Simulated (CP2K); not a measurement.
TiO2:

```
Ti O
1.0
     5.51847    0.00000    0.00000
    -1.60180    5.28088    0.00000
    -1.60188   -2.90482    4.41016
Ti O
4 8
Direct
  0.00000 0.50000 0.00000
  0.00000 0.00000 0.50000
  0.49524 0.24524 0.25000
  0.50475 0.75475 0.75000
  0.69508 0.69523 0.50015
  0.69508 0.19493 0.99985
  0.80452 0.74962 0.05490
  0.19472 0.74962 0.44510
  0.80528 0.25038 0.55490
  0.30492 0.80507 0.00015
  0.19548 0.25038 0.94510
  0.30492 0.30477 0.49985
```

The cell is a database's computed one.

Base run:

```yaml
Program: CP2K 2026.2
Functional: BEEF-vdW
Potentials_or_basis: POTENTIAL_UZH Ti GTH-PBE-q12, O GTH-PBE-q6; DZVP-MOLOPT-PBE-GTH basis
Density_cutoff: 11565 eV
k_mesh: 5 × 5 × 5
Occupations: fermi-dirac, width 0.05 eV
Spin: no spin polarisation
```

Its results: band gap on the k mesh 1.77 eV; pressure 1.0 GPa; largest force 0.039 eV/Å.

Task: The run is repeated on the same cell with these changes: functional from BEEF-vdW to PBE. What comes out?

Result: Band gap on the k mesh 1.78 eV; pressure -0.3 GPa; largest force 0.071 eV/Å.

Caveats: the basis of atomic orbitals isn't converged, which shifts pressures, moduli and gaps; the potentials were made for another functional, which shifts forces and pressure (some runs).

Not every run made on this cell is shown here.
